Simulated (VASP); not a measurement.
Write the native input for VASP 6.6.1 that does the following.

- Task: single point
- Functional: PBE
- Potentials or basis: VASP PAW PBE potentials, release 64 (Mg, B)
- Cutoff: 520 eV
- k mesh: 10 × 10 × 8
- Occupations: fermi-dirac, width 0.05 eV
- Spin: no spin polarisation
- Further INCAR settings: ALGO = Normal; EDIFF = 1e-07; NBANDS = 11

The structure of MgB2 lies in POSCAR:

```
MgB2
1.0
    3.0850000000      0.0000000000      0.0000000000
   -1.5425000000      2.6716883707      0.0000000000
    0.0000000000      0.0000000000      3.5230000000
Mg B
1 2
Direct
    0.0195880000     -0.0064130000     -0.0098050000
    0.6644080000      0.3216100000      0.4917100000
    0.3363740000      0.6663920000      0.5092550000
```

The cell isn't the ideal one: atoms moved at random, drawn with an rms of 0.05 Å.

The input as run:

INCAR

```
SYSTEM = MgB2
PREC = Accurate
ENCUT = 520
EDIFF = 1E-7
ISMEAR = -1
SIGMA = 0.05
LREAL = .FALSE.
LASPH = .TRUE.
NELM = 60
ALGO = Normal
ISIF = 2
LWAVE = .FALSE.
LCHARG = .FALSE.
GGA = PE
NBANDS = 11
```

KPOINTS

```
regular mesh
0
G
  10 10 8
  0 0 0
```

Potentials or basis: VASP PAW PBE potentials, release 64 (Mg, B).

The run is started by

```bash
$ cat potpaw_PBE.64/Mg/POTCAR potpaw_PBE.64/B/POTCAR > POTCAR
$ mpirun -np 1 vasp_std > vasp.out
```

Results of the run:

```json
{
 "Pressure": "-0.9 GPa",
 "Largest force": "0.738 eV/Å",
 "Band gap on the k mesh": "none (metal or under the smearing width)"
}
```

It took 84 s on 1 thread of Intel(R) Xeon(R) Platinum 8488C (Sapphire Rapids) (shared host), peak memory 0.25 GiB.
